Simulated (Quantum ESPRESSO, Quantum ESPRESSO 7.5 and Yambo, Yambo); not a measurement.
## Local fields in the dielectric function of BN (Qingsongite)

What do local fields and a kernel do to the response of BN (Qingsongite)?

Method: PBE and many-body steps on it, plane waves, in Quantum ESPRESSO 7.5 and Yambo 5.3.0.

### Step 1. Set-up

It takes space group F-43m (No. 216, cubic). The conventional cell has a = 3.615 Å, b = 3.615 Å, c = 3.615 Å, α = 90.00°, β = 90.00°, γ = 90.00°. B has 4 N at 1.57 Å nearest. Nearest to N lie 4 B at 1.57 Å. Farther neighbours and most contacts between anions are not listed.

The cell and positions come from the Crystallography Open Database and are kept as given unless a step says otherwise.

### Step 2. Empty states on the mesh, 16×16×16 mesh, 14 bands

This step: Quantum ESPRESSO 7.5; DFT, PBE, plane waves, norm-conserving pseudopotentials.

The sums over transitions need many empty states on a uniform mesh; this step solves for them.

pw.in reads:

```
&control
  calculation = 'nscf'
  prefix = 'x'
  outdir = 'o'
  pseudo_dir = 'pseudo'
/
&system
  ibrav = 0
  nat = 2
  ntyp = 2
  ecutwfc = 72.0
  nbnd = 14
  force_symmorphic = .true.
/
&electrons
  conv_thr = 1e-9
  electron_maxstep = 80
  diago_full_acc = .true.
  diago_thr_init = 5e-6
/
ATOMIC_SPECIES
  B 10.81 B.upf
  N 14.007 N.upf
CELL_PARAMETERS angstrom
  -0.0000000000 1.8075000000 1.8075000000
  1.8075000000 0.0000000000 1.8075000000
  1.8075000000 1.8075000000 -0.0000000000
ATOMIC_POSITIONS crystal
  B 0.0000000000 0.0000000000 0.0000000000
  N 0.2500000000 0.2500000000 0.2500000000
K_POINTS automatic
  16 16 16 0 0 0
```

The run is started by

```console
$ OMP_NUM_THREADS=1 mpirun -n 4 pw.x -nk 4 -in pw.in > pw.out
```

What it wrote:

```text
Program PWSCF v.7.5 starts

     This program is part of the open-source Quantum ESPRESSO suite
     for quantum simulation of materials; please cite
         "P. Giannozzi et al., J. Phys.:Condens. Matter 21 395502 (2009);
         "P. Giannozzi et al., J. Phys.:Condens. Matter 29 465901 (2017);
         "P. Giannozzi et al., J. Chem. Phys. 152 154105 (2020);
     in publications or presentations arising from this work. More details at

     Atomic positions and unit cell read from directory:
     o/x.save/

     Message from routine setup:
[...]
Dense  grid:     6615 G-vectors     FFT dimensions: (  27,  27,  27)

     The potential is recalculated from file :
     o/x.save/charge-density

     Starting wfcs are    8 randomized atomic wfcs +    6 random wfcs

     Band Structure Calculation

     End of band structure calculation

     Number of k-points >= 100: set verbosity='high' to print the bands.

     highest occupied, lowest unoccupied level (ev):    11.1555   15.6904

     XML data file, pseudopotentials, collected wavefunctions

=------------------------------------------------------------------------------=
   JOB DONE.
=------------------------------------------------------------------------------=
```

The job ended after 3.3 s (4 MPI ranks of Arm Neoverse V1, shared host; peak memory 0.17 GiB).

Numbers from this step:

| Quantity | Value |
| --- | --- |
| gap | 4.535 eV |
| k of the valence top | 0, 0, 0 |
| k of the conduction bottom | 0, -0.5, -0.5 |
| least direct gap | 8.878 eV |
| k points computed | 145 |
| lowest point of the top converged band, above the valence top | 28.48 eV |

On this mesh the gap is 4.535 eV.

The density comes from a self-consistent run that is not shown.

### Step 3. Conversion and set-up

This step: Yambo 5.3.0; conversion and set-up on PBE, plane waves, norm-conserving pseudopotentials.

The states are converted to the many-body program's format and the q mesh is built.

The run is started by

```console
$ (cd o/x.save; p2y > p2y.log; mv SAVE ../..); yambo > setup.log
```

What it wrote:

```text
 Yambo, version 5.3.0

 [02] CORE Variables Setup
 =========================

  [02.01] Unit cells
  ==================

  Cell kind             :  FCC
  Atoms in the cell     :  B  N
  number of B  atoms    :  1
  number of N  atoms    :  1

  List of atomic masses
  Mass of B     :  10.81000
  Mass of N     :  14.00700

  List of atomic coordinates    : [cc]
  B1       :  0.000000  0.000000  0.000000  order 1
  N1       :  1.707840  1.707840  1.707840  order 2

  Alat factors          :  3.415680  3.415680  3.415680 [a.u.]
  Direct lattice volume :  79.70059 [a.u.]
[...]
BZ  Q-points                                      :   4096

 K/Q-points units:
 rlu = crystal or reduced units; cc = cartesian coordinates; iku = interal k-units

 Q [  1]        [rlu]:  0.000000  0.000000  0.000000
 Q [  2]        [rlu]: -0.99807E-17 -0.99807E-17  0.62500E-01
 Q [  3]        [rlu]: -0.19961E-16 -0.19961E-16  0.12500
[...]
[... 38 further rows ...]
 Q [ 49]        [rlu]: -0.27990E-17  0.25000      0.25000
 Q [ 50]        [rlu]: -0.24364E-17  0.25000      0.31250

 Remaining 95 points informations can be written running with -fatlog

  [03.01] X indexes
  =================

   [03.01.01] Sigma indexes
   ========================

 [06] Game Over & Game summary
```

Run time: 4.2 s. Hardware: 1 MPI rank; peak memory 0.26 GiB.

### Step 4. RPA response with local fields

The response function is computed on a frequency grid, with local fields up to the given cutoff.

This step: RPA response with local fields on PBE, plane waves, norm-conserving pseudopotentials.

optics1.in reads:

```
optics
chi
dipoles
Chimod= "HARTREE"
% QpntsRXd
 1 | 4 |
%
% BndsRnXd
 1 | 14 |
%
NGsBlkXd= 3 Ry
% EnRngeXd
 0 | 30 | eV
%
% DmRngeXd
 0.2 | 0.2 | eV
%
ETStpsXd= 301
% LongDrXd
 1 | 0 | 0 |
%
```

The run is started by

```console
$ OMP_NUM_THREADS=1 mpirun -n 4 yambo -F optics1.in -J optics1 -C optics1 > optics1.log
```

What it wrote:

```text
 Yambo, version 5.3.0

 [02] CORE Variables Setup
 =========================

  [... cell, symmetries and grids as in the set-up ...]

  [02.05] Energies & Occupations
  ==============================

  [X] === General ===
  [X] Electronic Temperature                        :  0.000000  0.000000 [eV K]
  [X] Bosonic    Temperature                        :  0.000000  0.000000 [eV K]
  [X] Finite Temperature mode                       : no
  [X] El. density                                   :  0.67737E+24 [cm-3]
  [X] Fermi Level                                   :  11.15554 [eV]

  [X] === Gaps and Widths ===
  [X] Conduction Band Min                           :  4.534823 [eV]
  [X] Valence Band Max                              :  0.000000 [eV]
  [X] Filled Bands                                  :   4
  [X] Empty Bands                                   :   5  14
  [X] Direct Gap                                    :  8.878135 [eV]
  [X] Direct Gap localized at k                     :  1
  [X] Indirect Gap                                  :  4.534823 [eV]
  [X] Indirect Gap between kpts                     :    1   73
  [X] Last valence band width                       :  6.499738 [eV]
  [X] 1st conduction band width                     :  6.176609 [eV]

 [03] Transferred momenta grid and indexing
 ==========================================

 IBZ Q-points                                      :  145
 BZ  Q-points                                      :   4096

 K/Q-points units:
 rlu = crystal or reduced units; cc = cartesian coordinates; iku = interal k-units

 Q [  1]        [rlu]:  0.000000  0.000000  0.000000
 Q [  2]        [rlu]: -0.99807E-17 -0.99807E-17  0.62500E-01
 Q [  3]        [rlu]: -0.19961E-16 -0.19961E-16  0.12500
 Q [  4]        [rlu]: -0.35370E-17 -0.35370E-17  0.18750
 Q [  5]        [rlu]:  0.53430E-17  0.53430E-17  0.25000
 Q [  6]        [rlu]: -0.32871E-17 -0.32871E-17  0.31250
[...]
Q [ 10]        [rlu]: -0.69974E-18  0.62500E-01  0.62500E-01
     [... 38 further rows ...]
 Q [ 49]        [rlu]: -0.27990E-17  0.25000      0.25000
 Q [ 50]        [rlu]: -0.24364E-17  0.25000      0.31250

 Remaining 95 points informations can be written running with -fatlog

 [04] Dipoles
 ============

  [04.01] Setup: observables and procedures
  =========================================

  [WARNING] [r,Vnl^pseudo] included in position and velocity dipoles.

  [WARNING] In case H contains other non local terms, these are neglected

 [05] Optics
 ===========

 [08] Game Over & Game summary
```

Run time: 13 s. Hardware: 4 MPI ranks; peak memory 1.3 GiB; 50 s of CPU time.

This step gave:

* ε at zero frequency: 4.449
* the same without local fields: 4.618

The static value is 4.45.

Broadening 0.2 eV; field along x. The ε₂ by energy; read off at these points:

```tsv
energy (eV)	HARTREE	no local fields
0.0	0.0524	0.0566
1.0	0.0535	0.0577
2.0	0.0570	0.0615
3.0	0.0635	0.0686
4.0	0.0742	0.0802
5.0	0.0919	0.0995
6.0	0.122	0.133
7.0	0.182	0.199
8.0	0.338	0.371
9.0	1.73	1.95
10.0	6.16	6.86
11.0	8.34	9.09
12.0	13.5	14.8
13.0	8.81	9.20
14.0	5.23	5.51
14.7	6.84	7.18
15.0	5.84	5.85
16.0	4.15	4.08
17.0	3.25	3.10
18.0	1.97	1.92
19.0	1.66	1.58
20.0	1.28	1.21
21.0	1.13	1.11
22.0	1.22	1.18
23.0	1.13	1.09
24.0	0.853	0.801
25.0	0.861	0.807
26.0	0.645	0.599
27.0	0.599	0.573
28.0	0.570	0.558
29.0	0.582	0.559
30.0	0.540	0.537
```

Broadening 0.2 eV; field along x. Table of loss function, HARTREE by energy loss; read off at these points:

energy loss (eV), loss function, HARTREE and a bar:
```
      0.0       0.00 
      1.0       0.00 
      2.0       0.00 
      3.0       0.00 
      4.0       0.00 
      5.0       0.00 
      6.0       0.00 
      7.0       0.00 
      8.0       0.01 
      9.0       0.02 
     10.0       0.04 #
     11.0       0.06 #
     12.0       0.07 #
     13.0       0.11 ##
     14.0       0.19 ###
     15.0       0.14 ##
     16.0       0.20 ###
     17.0       0.21 ###
     18.0       0.27 ####
     19.0       0.38 ######
     20.0       0.41 #######
     21.0       0.73 ############
     22.0       0.69 ###########
     23.0       0.78 #############
     24.0       0.89 ###############
     25.0       1.00 ################
     26.0       1.33 ######################
     27.0       1.63 ###########################
     27.8       1.80 ##############################
     28.0       1.74 ############################
     29.0       1.65 ###########################
     29.8       1.83 ##############################
     30.0       1.76 #############################
```

Broadening 0.2 eV; momentum transfer q number 2. Im eps against energy; read off at these points:

```tsv
energy (eV)	HARTREE	no local fields
0.0	0.0500	0.0544
1.0	0.0511	0.0555
2.0	0.0543	0.0591
3.0	0.0603	0.0657
4.0	0.0702	0.0766
5.0	0.0865	0.0945
6.0	0.114	0.125
7.0	0.168	0.186
8.0	0.313	0.349
9.0	1.44	1.65
10.0	5.12	5.77
11.0	7.88	8.78
12.0	12.0	13.5
12.2	13.1	14.4
13.0	9.55	9.84
14.0	6.66	6.84
15.0	5.27	5.43
16.0	4.76	4.48
17.0	2.81	2.72
18.0	2.52	2.38
19.0	1.54	1.45
20.0	1.21	1.14
21.0	1.14	1.10
22.0	1.08	1.07
23.0	1.15	1.11
24.0	0.994	0.939
25.0	0.844	0.804
26.0	0.616	0.580
27.0	0.588	0.571
28.0	0.613	0.595
29.0	0.607	0.584
30.0	0.559	0.541
```

Broadening 0.2 eV; momentum transfer q number 2. Table of -Im 1/eps, HARTREE by energy loss; read off at these points:

```tsv
energy loss (eV)	-Im 1/eps, HARTREE
0	0.00265
1	0.00268
2	0.00277
3	0.00292
4	0.00316
5	0.0035
6	0.00400
7	0.00479
8	0.00648
9	0.0176
10	0.0448
11	0.0607
12	0.0679
13	0.102
14	0.139
15	0.180
16	0.155
17	0.244
18	0.262
19	0.315
20	0.498
21	0.668
22	0.803
23	0.783
24	0.857
25	1.05
26	1.43
27	1.69
28	1.63
29	1.60
30	1.73
```

Broadening 0.2 eV; momentum transfer q number 3. Im eps against energy; read off at these points:

```tsv
energy (eV)	HARTREE	no local fields
0.0	0.0439	0.0488
1.0	0.0447	0.0497
2.0	0.0474	0.0527
3.0	0.0522	0.0582
4.0	0.0601	0.0672
5.0	0.0730	0.0819
6.0	0.0947	0.107
7.0	0.137	0.156
8.0	0.284	0.328
9.0	0.926	1.08
10.0	2.90	3.49
11.0	5.47	6.59
12.0	8.84	10.7
12.7	11.5	12.8
12.8	11.7	12.8
13.0	11.5	12.2
14.0	7.76	7.67
15.0	6.08	6.03
16.0	4.56	4.34
17.0	3.75	3.54
18.0	2.31	2.11
19.0	1.93	1.75
20.0	1.37	1.28
21.0	1.16	1.11
22.0	1.15	1.11
23.0	1.06	0.995
24.0	1.09	1.04
25.0	0.876	0.822
26.0	0.679	0.655
27.0	0.695	0.688
28.0	0.640	0.622
29.0	0.681	0.656
30.0	0.618	0.594
```

### Step 5. Independent-particle response

This step: independent-particle response on PBE, plane waves, norm-conserving pseudopotentials.

optics2.in reads:

```
optics
chi
dipoles
Chimod= "IP"
% QpntsRXd
 1 | 1 |
%
% BndsRnXd
 1 | 14 |
%
NGsBlkXd= 1 RL
% EnRngeXd
 0 | 30 | eV
%
% DmRngeXd
 0.2 | 0.2 | eV
%
ETStpsXd= 301
% LongDrXd
 1 | 0 | 0 |
%
```

The run is started by

```console
$ OMP_NUM_THREADS=1 mpirun -n 4 yambo -F optics2.in -J optics2 -C optics2 > optics2.log
```

What it wrote:

```text
 Yambo, version 5.3.0

 [02] CORE Variables Setup
 =========================

  [... cell, symmetries and grids as in the set-up ...]

  [02.05] Energies & Occupations
  ==============================

  [X] === General ===
  [X] Electronic Temperature                        :  0.000000  0.000000 [eV K]
  [X] Bosonic    Temperature                        :  0.000000  0.000000 [eV K]
  [X] Finite Temperature mode                       : no
  [X] El. density                                   :  0.67737E+24 [cm-3]
  [X] Fermi Level                                   :  11.15554 [eV]

  [X] === Gaps and Widths ===
  [X] Conduction Band Min                           :  4.534823 [eV]
  [X] Valence Band Max                              :  0.000000 [eV]
  [X] Filled Bands                                  :   4
  [X] Empty Bands                                   :   5  14
  [X] Direct Gap                                    :  8.878135 [eV]
  [X] Direct Gap localized at k                     :  1
  [X] Indirect Gap                                  :  4.534823 [eV]
  [X] Indirect Gap between kpts                     :    1   73
  [X] Last valence band width                       :  6.499738 [eV]
  [X] 1st conduction band width                     :  6.176609 [eV]

 [03] Transferred momenta grid and indexing
 ==========================================

 IBZ Q-points                                      :  145
 BZ  Q-points                                      :   4096

 K/Q-points units:
 rlu = crystal or reduced units; cc = cartesian coordinates; iku = interal k-units

 Q [  1]        [rlu]:  0.000000  0.000000  0.000000
 Q [  2]        [rlu]: -0.99807E-17 -0.99807E-17  0.62500E-01
 Q [  3]        [rlu]: -0.19961E-16 -0.19961E-16  0.12500
[...]
[... 38 further rows ...]
 Q [ 49]        [rlu]: -0.27990E-17  0.25000      0.25000
 Q [ 50]        [rlu]: -0.24364E-17  0.25000      0.31250

 Remaining 95 points informations can be written running with -fatlog

 [04] Dipoles
 ============

  [04.01] Setup: observables and procedures
  =========================================

  [WARNING] [r,Vnl^pseudo] included in position and velocity dipoles.

  [WARNING] In case H contains other non local terms, these are neglected

 [05] Optics
 ===========

 [08] Game Over & Game summary
```

Run time: 3.2 s. Hardware: 4 MPI ranks; peak memory 1 GiB; 8.6 s of CPU time.

Numbers from this step:

```
ε at zero frequency : 4.618
```

The static value is 4.62.

### Step 6. RPA response with local fields, scissors 1.984 eV

This step: RPA response with local fields on PBE, plane waves, norm-conserving pseudopotentials.

optics4.in reads:

```
optics
chi
dipoles
Chimod= "HARTREE"
% QpntsRXd
 1 | 1 |
%
% BndsRnXd
 1 | 14 |
%
NGsBlkXd= 3 Ry
% EnRngeXd
 0 | 20 | eV
%
% DmRngeXd
 0.15 | 0.15 | eV
%
ETStpsXd= 201
% LongDrXd
 1 | 0 | 0 |
%
% XfnQP_E
 1.984 | 1.0 | 1.0 |
%
```

The run is started by

```console
$ OMP_NUM_THREADS=1 mpirun -n 4 yambo -F optics4.in -J optics4 -C optics4 > optics4.log
```

What it wrote:

```text
 Yambo, version 5.3.0

 [02] CORE Variables Setup
 =========================

  [... cell, symmetries and grids as in the set-up ...]

  [02.05] Energies & Occupations
  ==============================

  [X] === General ===
  [X] Electronic Temperature                        :  0.000000  0.000000 [eV K]
  [X] Bosonic    Temperature                        :  0.000000  0.000000 [eV K]
  [X] Finite Temperature mode                       : no
  [X] El. density                                   :  0.67737E+24 [cm-3]
  [X] Fermi Level                                   :  11.15554 [eV]

  [X] === Gaps and Widths ===
  [X] Conduction Band Min                           :  4.534823 [eV]
  [X] Valence Band Max                              :  0.000000 [eV]
  [X] Filled Bands                                  :   4
  [X] Empty Bands                                   :   5  14
  [X] Direct Gap                                    :  8.878135 [eV]
  [X] Direct Gap localized at k                     :  1
  [X] Indirect Gap                                  :  4.534823 [eV]
  [X] Indirect Gap between kpts                     :    1   73
  [X] Last valence band width                       :  6.499738 [eV]
  [X] 1st conduction band width                     :  6.176609 [eV]

 [03] Transferred momenta grid and indexing
 ==========================================

 IBZ Q-points                                      :  145
 BZ  Q-points                                      :   4096

 K/Q-points units:
 rlu = crystal or reduced units; cc = cartesian coordinates; iku = interal k-units

 Q [  1]        [rlu]:  0.000000  0.000000  0.000000
 Q [  2]        [rlu]: -0.99807E-17 -0.99807E-17  0.62500E-01
 Q [  3]        [rlu]: -0.19961E-16 -0.19961E-16  0.12500
[...]
[04.01]  QP corrections report
  ==============================

  [X+QP] === General ===
  [X+QP] Electronic Temperature                     :  0.000000  0.000000 [eV K]
  [X+QP] Bosonic    Temperature                     :  0.000000  0.000000 [eV K]
  [X+QP] Finite Temperature mode                    : no
  [X+QP] El. density                                :  0.67737E+24 [cm-3]
  [X+QP] Fermi Level                                :  0.000000 [eV]

  [X+QP] === Gaps and Widths ===
  [X+QP] Conduction Band Min                        :  6.518823 [eV]
  [X+QP] Valence Band Max                           :  0.000000 [eV]
  [X+QP] Filled Bands                               :   4
  [X+QP] Empty Bands                                :   5  14
  [X+QP] Direct Gap                                 :  10.86214 [eV]
  [X+QP] Direct Gap localized at k                  :  1
  [X+QP] Indirect Gap                               :  6.518823 [eV]
  [X+QP] Indirect Gap between kpts                  :    1   73
  [X+QP] Last valence band width                    :  6.499738 [eV]
  [X+QP] 1st conduction band width                  :  6.176609 [eV]

  [coarse-grid] Minimum Bare Gap        [ev]:  4.534823
  [coarse-grid] Minimum Gap Correction  [ev]:  1.984000

  Eqp @ K [  1]
   -20.2103    -0.244990E-6 -0.121614E-6   0.00000      10.8621      10.8621      10.8621      12.3500
  Eqp @ K [  2]
  -20.11508  -0.52952  -0.10390  -0.10390  10.99195  11.01996  11.01996  12.67192
  Eqp @ K [  3]
  -19.83136  -1.86849  -0.37960  -0.37960  11.22525  11.43081  11.43081  13.52954
[...]
Eqp @ K [ 49]
  -18.24630  -3.96865  -3.01003  -3.01003   8.84288  13.60134  15.46041  15.46041
  Eqp @ K [ 50]
  -17.69899  -5.05727  -3.39089  -3.37383   8.67924  13.33045  16.07031  16.15519

  Remaining 95 points informations can be written running with -fatlog

 [05] Dipoles
 ============

  [05.01] Setup: observables and procedures
  =========================================

  [WARNING] [r,Vnl^pseudo] included in position and velocity dipoles.

  [WARNING] In case H contains other non local terms, these are neglected

 [06] Optics
 ===========

 [09] Game Over & Game summary
```

Elapsed: 3.6 s, on 4 MPI ranks; peak memory 1 GiB.

Numbers from this step:

```
ε at zero frequency           : 4.001
the same without local fields : 4.136
```

The static value is 4.00.

Broadening 0.15 eV; field along x. The ε₂ by energy; read off at these points:

```tsv
energy (eV)	HARTREE	no local fields
0.00	0.0293	0.0314
0.50	0.0294	0.0316
1.00	0.0297	0.0319
1.50	0.0303	0.0325
2.00	0.0311	0.0334
2.50	0.0322	0.0346
3.00	0.0336	0.0360
3.50	0.0353	0.0379
4.00	0.0374	0.0402
4.50	0.0401	0.0431
5.00	0.0433	0.0466
5.50	0.0473	0.0509
6.00	0.0522	0.0562
6.50	0.0583	0.0629
7.00	0.0662	0.0714
7.50	0.0763	0.0825
8.00	0.0898	0.0972
8.50	0.109	0.118
9.00	0.136	0.148
9.50	0.179	0.195
10.00	0.256	0.281
10.50	0.451	0.499
11.00	1.70	1.92
11.50	3.59	4.03
12.00	6.42	7.16
12.50	7.45	8.19
13.00	8.22	8.96
13.50	10.7	11.8
14.00	14.3	15.6
14.50	12.3	12.8
15.00	8.81	9.16
15.50	6.49	6.57
16.00	5.04	5.32
16.50	6.86	7.17
16.70	7.18	7.56
17.00	5.96	5.87
17.50	3.55	3.47
18.00	4.19	4.08
18.50	3.98	3.78
19.00	3.29	3.13
19.50	2.54	2.36
20.00	1.95	1.89
```

(Continued in part 2 of 2.)

[Paths, hosts, dates, memory and timing lines, banners, echoed tables and standing remarks are left out of the program output.]

[Logs are printed without paths, hosts, clocks, repeated set-up lines and the standing remarks that a program may print on its own settings, such as how far it seeks lower states.]

[Runs of the session that timed out or met a known fault of the program may be left out.]

[Hosts, paths, dates, database ids (printed as entryN), source tags and the programs' standing remarks are cut or masked in the printed files.]
